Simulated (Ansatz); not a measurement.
**GeSb4Te7: experiment and calculation**

**Experimental background.**

“Multiple superconducting phases driven by pressure in the topological insulator GeSb4Te7”, 2023, arxiv:2311.14472 reports, for a bulk crystal of GeSb4Te7 at 300 K: lattice constant a 4.23 Å; lattice constant c 23.82 Å.

How close the calculation comes is told below.

Computed with DFT PBE, scalar-relativistic, plane waves, PAW in Ansatz.

Cutoff 420 eV; k points 12×12×2 on the computed 12-atom cell (Γ-centred); Gaussian smearing, width 0.02 eV; no spin polarisation.

Relaxed structure, symmetry kept:

```
Ge Sb Te
1.0
     4.32040    0.00000    0.00000
    -2.16020    3.74158    0.00000
     0.00000    0.00000   24.56976
Ge Sb Te
1 4 7
Direct
  0.00000 0.00000 0.50000
  0.66667 0.33333 0.91872
  0.33333 0.66667 0.34882
  0.33333 0.66667 0.08128
  0.66667 0.33333 0.65118
  0.33333 0.66667 0.84920
  0.66667 0.33333 0.15080
  0.00000 0.00000 0.72043
  0.66667 0.33333 0.43103
  0.33333 0.66667 0.56897
  0.00000 0.00000 0.00000
  0.00000 0.00000 0.27957
```

| Quantity | Value |
| --- | --- |
| Space group | P-3m1 (No. 164) |
| Volume per atom | 33.10 Å³ |
| Formation energy from the elements' standard states (uncorrected) | -0.123 eV/atom |
| Kohn–Sham band gap | 0.37 eV, direct at A |
| Löwdin character of the top 1 eV of the valence band | Te 5p 80 %, Sb 5s 9 % |
| Löwdin character of the lowest 1 eV of the conduction band | Sb 5p 47 %, Te 5p 32 %, Ge 4p 11 %, unprojected 4 % |
| Electron masses at the edge by Cartesian direction of the standard setting (m_e; degenerate bands sorted by energy; no spin-orbit coupling) | x: 0.10; y: 0.10; z: 0.29 |
| Hole masses at the edge by Cartesian direction of the standard setting (m_e; degenerate bands sorted by energy; no spin-orbit coupling) | x: 0.13; y: 0.13; z: 0.32 |

Spin-orbit coupling is left out, which matters for the bands of heavy elements. Each cell of GeSb4Te7 holds layers, and where no dispersion correction was added their binding is poorly described.

Against the measured lattice constant a of GeSb4Te7, 4.23 Å (300 K; the paper above), the calculated 4.320 Å is off by +2.1 %. The measured value has few digits, which limits the comparison. Measured lattice constant c of GeSb4Te7: 23.82 Å (300 K; the paper above). This calculation gives 24.570 Å (+3.1 %). The calculation is for 0 K without zero-point motion.

Cost: 3 runs of about 28 core-minutes in all, on Intel Xeon Processor @ 2.50GHz (Skylake/Cascade Lake) (shared hosts).